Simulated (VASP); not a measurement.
The system is Si.

```
Si
1.0
     0.00000    2.72185    2.72185
     2.72185    0.00000    2.72185
     2.72185    2.72185    0.00000
Si
2
Cartesian
  2.7219 2.7219 2.7219
  4.0828 4.0828 4.0828
```

Base run:

```yaml
Program: VASP 6.6.1
Functional: PBE0
Potentials_or_basis: VASP PAW PBE potentials, release 64 (Si)
Cutoff: 520 eV
k_mesh: 6 × 6 × 6
Occupations: gaussian, width 0.02 eV
Spin: no spin polarisation
```

Its results: band gap on the k mesh 1.97 eV, indirect (least direct gap 3.99 eV); pressure -0.7 GPa.

Q: The run is repeated on the same cell with these changes: functional from PBE0 to HSE06. What comes out?

A: Band gap on the k mesh 1.32 eV, indirect (least direct gap 3.34 eV); pressure -0.5 GPa.

Caveats: the PAW data sets were made with another functional, which shifts forces and pressure a little; the mesh misses the band edges, which the band path finds closer together.
